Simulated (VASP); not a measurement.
# GdO (F-43m) in VASP: single point with PBEsol+U

Aim: the single point of GdO with PBEsol+U.

All numbers are computed with VASP 6.6.1; they aren't measurements. Logs are shortened: lines on timing, memory, paths and dates and some standing lists are left out, and cuts for length are marked.

### 1 The structure

The structure is cubic, space group F-43m (No. 216). The conventional cell has a = 5.400 Å, b = 5.400 Å, c = 5.400 Å, α = 90.00°, β = 90.00°, γ = 90.00°. Gd (site symmetry -43m) is surrounded by 4 O at 2.34 Å. O (site symmetry -43m) is surrounded by 4 Gd at 2.34 Å.

The cell comes from a database or a generator and needn't be the stable form of this composition.

### 2 Single point, PBEsol+U

Contents of INCAR:

```
PREC = Accurate
ENCUT = 520
EDIFF = 1E-6
ISMEAR = 0
SIGMA = 0.05
LREAL = False
LASPH = True
NELM = 100
ALGO = Normal
ISIF = 2
LWAVE = False
LCHARG = False
LMAXMIX = 6
LDAU = True
LDAUTYPE = 2
LDAUL = 3 -1
LDAUU = 4 0
LDAUJ = 0 0
LDAUPRINT = 1
GGA = PS
NBANDS = 19
```

Contents of KPOINTS:

```
regular mesh
0
Gamma
  6 6 6
```

Contents of POSCAR:

```
GdO
1.0
    0.0000000000      2.7000000000      2.7000000000
    2.7000000000      0.0000000000      2.7000000000
    2.7000000000      2.7000000000      0.0000000000
Gd O
1 1
Direct
    0.0000000000      0.0000000000      0.0000000000
    0.2500000000      0.2500000000      0.2500000000
```

Potentials or basis: VASP PAW PBE potentials, release 64 (Gd, O).

The run is started by

```sh
> cat potpaw_PBE.64/Gd/POTCAR potpaw_PBE.64/O/POTCAR > POTCAR
> mpirun -np 1 vasp_std > vasp.out
```

OUTCAR:

```text
PREC = Accurate
   ENCUT = 520
   EDIFF = 1E-6
   ISMEAR = 0
   LREAL = False
   LASPH = True
   NELM = 100
   ISIF = 2
   GGA = PS

 ion  position               nearest neighbor table
   1  0.000  0.000  0.000-   2 2.34   2 2.34   2 2.34   2 2.34
   2  0.250  0.250  0.250-   1 2.34   1 2.34   1 2.34   1 2.34

  LATTYP: Found a face centered cubic cell.
 ALAT       =     5.4000000000

  Lattice vectors:

 A1 = (   0.0000000000,   2.7000000000,   2.7000000000)
 A2 = (   2.7000000000,   0.0000000000,   2.7000000000)
 A3 = (   2.7000000000,   2.7000000000,   0.0000000000)

Analysis of symmetry for initial positions (statically):
=====================================================================
 Subroutine PRICEL returns:
 Original cell was already a primitive cell.

 Routine SETGRP: Setting up the symmetry group for a
 face centered cubic supercell.

 Subroutine GETGRP returns: Found 24 space group operations
 (whereof 24 operations were pure point group operations)
 out of a pool of 48 trial point group operations.

The static configuration has the point symmetry T_d .

Analysis of symmetry for dynamics (positions and initial velocities):
=====================================================================
 Subroutine PRICEL returns:
 Original cell was already a primitive cell.

 Routine SETGRP: Setting up the symmetry group for a
 face centered cubic supercell.

 Subroutine GETGRP returns: Found 24 space group operations
 (whereof 24 operations were pure point group operations)
 out of a pool of 48 trial point group operations.

The dynamic configuration has the point symmetry T_d .

 Subroutine INISYM returns: Found 24 space group operations
 (whereof 24 operations are pure point group operations),
 and found     1 'primitive' translations

----------------------------------------------------------------------------------------

                                     Primitive cell

  volume of cell :      39.3660

  direct lattice vectors                    reciprocal lattice vectors
     0.000000000  2.700000000  2.700000000    -0.185185185  0.185185185  0.185185185
     2.700000000  0.000000000  2.700000000     0.185185185 -0.185185185  0.185185185
     2.700000000  2.700000000  0.000000000     0.185185185  0.185185185 -0.185185185

  length of vectors
     3.818376618  3.818376618  3.818376618     0.320750150  0.320750150  0.320750150

  position of ions in fractional coordinates (direct lattice)
     0.000000000  0.000000000  0.000000000
     0.250000000  0.250000000  0.250000000

  ion indices of the primitive-cell ions
   primitive index   ion index
                 1           1
                 2           2

----------------------------------------------------------------------------------------

 KPOINTS: regular mesh

Automatic generation of k-mesh.
 Grid dimensions read from file:
 generate k-points for:    6    6    6

 Generating k-lattice:

  Cartesian coordinates                     Fractional coordinates (reciprocal lattice)
    -0.030864198  0.030864198  0.030864198     0.166666667  0.000000000  0.000000000
     0.030864198 -0.030864198  0.030864198     0.000000000  0.166666667  0.000000000
     0.030864198  0.030864198 -0.030864198     0.000000000  0.000000000  0.166666667

  Length of vectors
     0.053458358  0.053458358  0.053458358

  Shift w.r.t. Gamma in fractional coordinates (k-lattice)
     0.000000000  0.000000000  0.000000000

 Subroutine IBZKPT returns following result:
 ===========================================

 Found     16 irreducible k-points:

 Following reciprocal coordinates:
            Coordinates               Weight
  0.000000  0.000000  0.000000      1.000000
  0.166667  0.000000  0.000000      8.000000
  0.333333  0.000000  0.000000      8.000000
  0.500000  0.000000  0.000000      4.000000
  0.166667  0.166667  0.000000      6.000000
  0.333333  0.166667  0.000000     24.000000
[... 8 lines left out ...]
 -0.333333  0.333333  0.166667     24.000000
 -0.333333  0.500000  0.166667     12.000000
   k-points           NKPTS =     16   k-points in BZ     NKDIM =     16   number of bands    NBANDS=     19
   number of dos      NEDOS =    301   number of ions     NIONS =      2
   total plane-waves  NPLWV =  21952
   dimension x,y,z NGX =    28 NGY =   28 NGZ =   28
   dimension x,y,z NGXF=    56 NGYF=   56 NGZF=   56
   ions per type =               1   1
   NGX,Y,Z   is equivalent  to a cutoff of  12.19, 12.19, 12.19 a.u.
   NGXF,Y,Z  is equivalent  to a cutoff of  24.38, 24.38, 24.38 a.u.
 SYSTEM =  unknown system
   PREC   = accura    normal or accurate (medium, high low for compatibility)
   ISTART =      0    job   : 0-new  1-cont  2-samecut
   ICHARG =      2    charge: 1-file 2-atom 10-const
   ISPIN  =      1    spin polarized calculation?
   LNONCOLLINEAR =      F non collinear calculations
   LSORBIT =      F    spin-orbit coupling
   LASPH  =      T    aspherical Exc in radial PAW
   ENCUT  =  520.0 eV  38.22 Ry    6.18 a.u.   7.10  7.10  7.10*2*pi/ulx,y,z
   NELM   =    100;   NELMIN=  2; NELMDL= -5     # of ELM steps
   EDIFF  = 0.1E-05   stopping-criterion for ELM
   LREAL  =      F    real-space projection
   EDIFFG = 0.1E-04   stopping-criterion for IOM
   NSW    =      0    number of steps for IOM
   IBRION =     -1    ionic relax: 0-MD 1-quasi-New 2-CG
   NFREE  =      0    steps in history (QN), initial steepest desc. (CG)
   ISIF   =      2    stress and relaxation
   ISYM   =      2    0-nonsym 1-usesym 2-fastsym
   POTIM  = 0.5000    time-step for ionic-motion
   TEBEG  =    0.0;   TEEND  =   0.0 temperature during run
   PSTRESS=    0.0 pullay stress
   NELECT =      24.0000    total number of electrons
   NUPDOWN=      -1.0000    fix difference up-down
   EMIN   =  10.00;   EMAX   =-10.00  energy-range for DOS
   EFERMI =   0.00;   METHOD = LEGACY
   ISMEAR =     0;   SIGMA  =   0.05  broadening in eV -4-tet -1-fermi 0-gaus
   EFERMI_NEDOS =   21; number of points for ismear=-14 and -15
   IALGO  =     38    algorithm
   IMIX   =      4    mixing-type and parameters
     AMIX     =   0.40;   BMIX     =  1.00
     AMIX_MAG =   1.60;   BMIX_MAG =  1.00
  volume/ion in A,a.u.               =      19.68       132.83
  Fermi-wavevector in a.u.,A,eV,Ry     =   1.388156  2.623234 26.218100  1.926976
  Thomas-Fermi vector in A             =   2.512309
   LORBIT       =      0    0 simple, 1 ext, 2 COOP (PROOUT), +10 PAW based schemes
 LDA+U is selected, type is set to LDAUTYPE =  2
   angular momentum for each species LDAUL =     3   -1
   U (eV)           for each species LDAUU =   4.0  0.0
   J (eV)           for each species LDAUJ =   0.0  0.0
   GGA     = PS    functional components
   LHFCALC =     F    Hartree Fock is set to
   AEXX    =    0.0000 exact exchange contribution
   IVDW    =     0    specifies the selected vdW correction
   LEPSILON=     F    determine dielectric tensor
   LRPA    =     F    only Hartree local field effects (RPA)
 non-spin polarized calculation
 Gauss-broadening in eV      SIGMA  =   0.05
  energy-cutoff  :      520.00
  volume of cell :       39.37
 maximum number of plane-waves:      1068
   NGX = 15   NGY = 15   NGZ = 15

atom =   1  type =  1  l = 3

 onsite density matrix

spin component  1

  0.3704  0.0000 -0.4724  0.0000 -0.0000  0.0000  0.0000
  0.0000  0.7680 -0.0000 -0.0000  0.0000  0.0000 -0.0000
 -0.4724 -0.0000  0.6143  0.0000 -0.0000  0.0000 -0.0000
  0.0000 -0.0000  0.0000  0.0044  0.0000 -0.0000 -0.0000
 -0.0000  0.0000 -0.0000  0.0000  0.6143 -0.0000  0.4724
  0.0000  0.0000  0.0000 -0.0000 -0.0000  0.9803 -0.0000
  0.0000 -0.0000 -0.0000 -0.0000  0.4724 -0.0000  0.3704

spin component  2

  0.3704  0.0000 -0.4724  0.0000 -0.0000  0.0000  0.0000
  0.0000  0.7680 -0.0000 -0.0000  0.0000  0.0000 -0.0000
 -0.4724 -0.0000  0.6143  0.0000 -0.0000  0.0000 -0.0000
  0.0000 -0.0000  0.0000  0.0044  0.0000 -0.0000 -0.0000
 -0.0000  0.0000 -0.0000  0.0000  0.6143 -0.0000  0.4724
  0.0000  0.0000  0.0000 -0.0000 -0.0000  0.9803 -0.0000
  0.0000 -0.0000 -0.0000 -0.0000  0.4724 -0.0000  0.3704

 occupancies and eigenvectors

  o =  0.0044  v =  0.7905 -0.0000  0.6124  0.0007 -0.0047 -0.0000  0.0061  0.0000  0.0000  0.0000  0.0000  0.0000  0.0000  0.0000      0.0000  0.0000  0.0000  0.0000  0.0000  0.0000  0.0000  0.0000  0.0000  0.0000  0.0000  0.0000  0.0000  0.0000
  o =  0.0044  v =  0.0061 -0.0000  0.0048 -0.1073  0.6088  0.0000 -0.7860  0.0000  0.0000  0.0000  0.0000  0.0000  0.0000  0.0000      0.0000  0.0000  0.0000  0.0000  0.0000  0.0000  0.0000  0.0000  0.0000  0.0000  0.0000  0.0000  0.0000  0.0000
  o =  0.0044  v =  0.0000  0.0000  0.0000  0.0000  0.0000  0.0000  0.0000  0.7905 -0.0000  0.6124  0.0007 -0.0047 -0.0000  0.0061      0.0000  0.0000  0.0000  0.0000  0.0000  0.0000  0.0000  0.0000  0.0000  0.0000  0.0000  0.0000  0.0000  0.0000
  o =  0.0044  v =  0.0000  0.0000  0.0000  0.0000  0.0000  0.0000  0.0000  0.0061 -0.0000  0.0048 -0.1073  0.6088  0.0000 -0.7860      0.0000  0.0000  0.0000  0.0000  0.0000  0.0000  0.0000  0.0000  0.0000  0.0000  0.0000  0.0000  0.0000  0.0000
  o =  0.0044  v =  0.0001  0.0000  0.0001  0.9942  0.0657  0.0000 -0.0849  0.0000  0.0000  0.0000  0.0000  0.0000  0.0000  0.0000      0.0000  0.0000  0.0000  0.0000  0.0000  0.0000  0.0000  0.0000  0.0000  0.0000  0.0000  0.0000  0.0000  0.0000
  o =  0.0044  v =  0.0000  0.0000  0.0000  0.0000  0.0000  0.0000  0.0000  0.0001  0.0000  0.0001  0.9942  0.0657  0.0000 -0.0849      0.0000  0.0000  0.0000  0.0000  0.0000  0.0000  0.0000  0.0000  0.0000  0.0000  0.0000  0.0000  0.0000  0.0000
  o =  0.7680  v =  0.0000  1.0000 -0.0000 -0.0000  0.0000 -0.0000  0.0000  0.0000  0.0000  0.0000  0.0000  0.0000  0.0000  0.0000      0.0000  0.0000  0.0000  0.0000  0.0000  0.0000  0.0000  0.0000  0.0000  0.0000  0.0000  0.0000  0.0000  0.0000
  o =  0.7680  v =  0.0000  0.0000  0.0000  0.0000  0.0000  0.0000  0.0000  0.0000  1.0000 -0.0000 -0.0000  0.0000 -0.0000  0.0000      0.0000  0.0000  0.0000  0.0000  0.0000  0.0000  0.0000  0.0000  0.0000  0.0000  0.0000  0.0000  0.0000  0.0000
  o =  0.9803  v = -0.0002  0.0000  0.0002 -0.0000 -0.7755  0.1943 -0.6007  0.0000  0.0000  0.0000  0.0000  0.0000  0.0000  0.0000      0.0000  0.0000  0.0000  0.0000  0.0000  0.0000  0.0000  0.0000  0.0000  0.0000  0.0000  0.0000  0.0000  0.0000
  o =  0.9803  v =  0.0000  0.0000  0.0000  0.0000  0.0000  0.0000  0.0000 -0.0002  0.0000  0.0002 -0.0000 -0.7755  0.1943 -0.6007      0.0000  0.0000  0.0000  0.0000  0.0000  0.0000  0.0000  0.0000  0.0000  0.0000  0.0000  0.0000  0.0000  0.0000
  o =  0.9803  v =  0.0000  0.0000  0.0000  0.0000  0.0000  0.0000  0.0000 -0.6124  0.0000  0.7906 -0.0000  0.0002 -0.0002  0.0002      0.0000  0.0000  0.0000  0.0000  0.0000  0.0000  0.0000  0.0000  0.0000  0.0000  0.0000  0.0000  0.0000  0.0000
  o =  0.9803  v = -0.6124  0.0000  0.7906 -0.0000  0.0002 -0.0002  0.0002  0.0000  0.0000  0.0000  0.0000  0.0000  0.0000  0.0000      0.0000  0.0000  0.0000  0.0000  0.0000  0.0000  0.0000  0.0000  0.0000  0.0000  0.0000  0.0000  0.0000  0.0000
  o =  0.9803  v =  0.0000  0.0000  0.0000  0.0000  0.0000  0.0000  0.0000  0.0001 -0.0000 -0.0001  0.0000 -0.1536 -0.9809 -0.1190      0.0000  0.0000  0.0000  0.0000  0.0000  0.0000  0.0000  0.0000  0.0000  0.0000  0.0000  0.0000  0.0000  0.0000
  o =  0.9803  v =  0.0001 -0.0000 -0.0001  0.0000 -0.1536 -0.9809 -0.1190  0.0000  0.0000  0.0000  0.0000  0.0000  0.0000  0.0000      0.0000  0.0000  0.0000  0.0000  0.0000  0.0000  0.0000  0.0000  0.0000  0.0000  0.0000  0.0000  0.0000  0.0000

 number of electron      23.9999995 magnetization

 Free energy of the ion-electron system (eV)
  ---------------------------------------------------
  ext. energy  EPLUGINS =         0.00000000
  ---------------------------------------------------
  free energy    TOTEN  =       -12.86723482 eV

  energy without entropy =      -12.86723482  energy(sigma->0) =      -12.86723482

 E-fermi :   3.6902     XC(G=0): -10.2391

 val. band max:        3.4646501878   @ k =  -0.3333   0.5000   0.1667
 cond. band min:       3.8952709031   @ k =   0.0000   0.0000   0.0000
 fundamental gap:      0.4306207153
 Fermi energy:         3.6901854741

 k-point     1 :       0.0000    0.0000    0.0000
  band No.  band energies     occupation
      1     -38.7273      2.00000
      2     -16.6191      2.00000
      3     -16.6191      2.00000
      4     -16.6191      2.00000
      5     -15.3381      2.00000
      6      -1.5962      2.00000
[... 11 lines left out ...]
     18       7.4018      0.00000
     19       9.5174      0.00000
[... 313 lines left out ...]
      3     -16.9890      2.00000
      4     -16.8836      2.00000
      5     -13.7094      2.00000
      6      -1.8181      2.00000
[... 11 lines left out ...]
     18       8.2829      0.00000
     19       9.5674      0.00000

------------------------ aborting loop because EDIFF is reached ----------------------------------------

  FORCE on cell =-STRESS in cart. coord.  units (eV):
  Direction    XX          YY          ZZ          XY          YZ          ZX
  --------------------------------------------------------------------------------------
  -------------------------------------------------------------------------------------
  Total       -1.0034783     -1.0034783     -1.0034783      0.0000000      0.0000000      0.0000000
  in kB      -40.8410863    -40.8410863    -40.8410863      0.0000000      0.0000000      0.0000000
  external PRESSURE =     -40.8410863 kB  Pullay stress =       0.0000000 kB

 VOLUME and BASIS-vectors are now :
 -----------------------------------------------------------------------------
  energy-cutoff  :      520.00
  volume of cell :       39.37
      direct lattice vectors                 reciprocal lattice vectors
     0.000000000  2.700000000  2.700000000    -0.185185185  0.185185185  0.185185185
     2.700000000  0.000000000  2.700000000     0.185185185 -0.185185185  0.185185185
     2.700000000  2.700000000  0.000000000     0.185185185  0.185185185 -0.185185185

 POSITION                                       TOTAL-FORCE (eV/Angst)
 -----------------------------------------------------------------------------------
      0.00000      0.00000      0.00000        -0.000000     -0.000000     -0.000000
      1.35000      1.35000      1.35000         0.000000      0.000000      0.000000
 -----------------------------------------------------------------------------------
    total drift:                               -0.000001     -0.000001     -0.000001

  FREE ENERGIE OF THE ION-ELECTRON SYSTEM (eV)
  ---------------------------------------------------
  free  energy   TOTEN  =       -12.8672348152 eV

  energy  without entropy=      -12.8672348152  energy(sigma->0) =      -12.86723482
```

Wall time 22 s (1 thread of Intel Xeon Platinum 8375C at 2.90GHz (Ice Lake), shared host); peak memory 0.17 GiB.

What came out:

```
Free energy            : -12.8672 eV
Pressure               : -4.1 GPa
Band gap on the k mesh : 0.43 eV, indirect (least direct gap 0.46 eV)
```

Levels at points of the mesh, in eV from the valence-band top:
| k point | band 8 | band 9 | band 10 | band 11 | band 12 | band 13 | band 14 | band 15 | band 16 | band 17 |
| --- | --- | --- | --- | --- | --- | --- | --- | --- | --- | --- |
| (0.00, 0.00, 0.00) | -5.06 | -1.77 | -1.51 | -1.51 | -1.51 | 0.43 | 1.60 | 1.60 | 1.60 | 3.94 |
| (0.50, 0.00, 0.00) | -4.70 | -1.59 | -1.59 | -1.51 | -0.29 | 1.27 | 1.73 | 1.73 | 1.88 | 3.72 |
| (0.50, 0.50, 0.00) | -4.04 | -1.66 | -1.44 | -1.44 | -0.16 | 0.44 | 1.72 | 1.72 | 1.86 | 2.06 |

Eigenvalues of the final occupation matrices:
| site | spin | trace | eigenvalues |
| --- | --- | --- | --- |
| site 1 f | 1 | 3.72 | 0.00 0.00 0.00 0.77 0.98 0.98 0.98 |
| site 1 f | 2 | 3.72 | 0.00 0.00 0.00 0.77 0.98 0.98 0.98 |

Caveat: the PAW data sets were made with another functional, which shifts forces and pressure a little; spin-orbit coupling is left out, which moves the levels of the heavy elements. A k mesh can miss the band edges.
